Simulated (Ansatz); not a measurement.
**Effect of pressure 50 GPa on RuO2**

Base system: RuO$_{2}$ in the rutile structure (space group P4_2/mnm, No. 136; a = 4.480 Å, c = 3.107 Å).

The change: cell and atoms relaxed at a pressure of 50 GPa.

The values are results of Ansatz (an electronic-structure program), r2SCAN, PAW, cutoff 500 eV, no spin-orbit coupling, not measurements. Settings: 11×11×15 k-points, 0.05 eV Fermi–Dirac smearing.

| quantity | base | changed | shift |
|---|---|---|---|
| volume per atom | 10.39 Å³ | 9.10 Å³ | -1.29 Å³ |
| density | 7.09 g/cm³ | 8.09 g/cm³ | +1.00 g/cm³ |
| lattice parameter a | 4.480 Å | 4.242 Å | -0.238 Å |
| c/a ratio | 0.694 | 0.715 | +0.0218 |
| shortest interatomic distance | 1.934 Å | 1.844 Å | -0.0906 Å |
| enthalpy H = E + PV relative to the base's energy | – | +3.02 eV/atom | – |
| band gap | zero | zero | – |

Final structure:

```yaml
crystal:
  lattice:
    - [4.24229, 0.00000, 0.00000]
    - [0.00000, 4.24229, 0.00000]
    - [0.00000, 0.00000, 3.03470]
  atoms:
    - { symbol: Ru, position: [0.50000, 0.50000, 0.50000] }
    - { symbol: Ru, position: [0.00000, 0.00000, 0.00000] }
    - { symbol: O, position: [0.80732, 0.80732, 0.50000] }
    - { symbol: O, position: [0.30732, 0.69268, 0.00000] }
    - { symbol: O, position: [0.69268, 0.30732, 0.00000] }
    - { symbol: O, position: [0.19268, 0.19268, 0.50000] }
```

Cost of the whole job for the changed cell (relaxation, final SCF and bands): roughly 2.8 core-minutes.

Load acts through the strain it causes; cell and atoms are relaxed under it. Whether these cells are dynamically stable was not tested. No other phases were tried under pressure. Starting moments died away, wholly or in part, for the base; another magnetic solution may exist. No Hubbard U is applied, and correlation can decide whether such a compound is a metal. All final runs are without spin polarisation.
